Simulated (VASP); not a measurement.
Here is a VASP 6.6.1 calculation.

The input INCAR:

```
PREC     = Accurate       # precision mode
ENCUT    = 600            # plane-wave cutoff, eV
EDIFF    = 1E-7           # SCF threshold, eV
ISMEAR   = 0              # smearing method
SIGMA    = 0.03           # smearing width, eV
LREAL    = False          # projectors in reciprocal space
LASPH    = True           # aspherical terms in the spheres
NELM     = 80             # most SCF steps
ALGO     = Normal         # electronic algorithm
ISIF     = 4              # what is computed and relaxed
LWAVE    = False          # write WAVECAR
LCHARG   = False          # write CHGCAR
GGA      = PS             # functional
IBRION   = 2              # ionic algorithm
NSW      = 40             # ionic steps
EDIFFG   = -0.01          # ionic threshold
```

KPOINTS

```
regular mesh
0
Gamma
  9 9 5
```

POSCAR

```
HfS2                                    
1.0
    3.5144925236      0.0000000000     -0.0000000000
   -1.7572462618      3.0436398069      0.0000000000
   -0.0000000000      0.0000000000      5.8303439848
  Hf              S             
     1     2
Direct
     0.0000000000000000    0.0000000000000000    0.0000000000000000
     0.6666666699999979    0.3333333300000021    0.7568603979197360
     0.3333333300000021    0.6666666699999979    0.2431396020802639
```

Potentials or basis: VASP PAW PBE potentials, release 64 (Hf_pv, S).

The run is started by

```bash
$ cat potpaw_PBE.64/Hf_pv/POTCAR potpaw_PBE.64/S/POTCAR > POTCAR
$ mpirun -np 1 vasp_std > vasp.out
```

Problem. Predict the band gap on the k mesh.

Solution. 0.68 eV, indirect (least direct gap 1.68 eV).

Problem. Estimate the energy gained by relaxing.

Solution. 22.6 meV/atom.

The path:
```
step  energy change (eV)  largest force (eV/Å)  pressure (GPa)
   1              0.0000                0.8507            7.13
   2             -0.0497                0.3061            4.10
   3             -0.0592                0.0656            2.09
   4             -0.0669                0.0271            1.70
   5             -0.0679                0.0117            1.51
   6             -0.0679                0.0111            1.50
   7             -0.0679                0.0028            1.54
```

Caveat: the PAW data sets were made with another functional, which shifts forces and pressure a little; spin-orbit coupling is left out, which moves the levels of the heavy elements; an odd mesh through Γ misses points on the zone boundary, where band edges often lie; this functional lacks dispersion, which binds the layers, so the pressure and a relaxed spacing across them are unreliable.
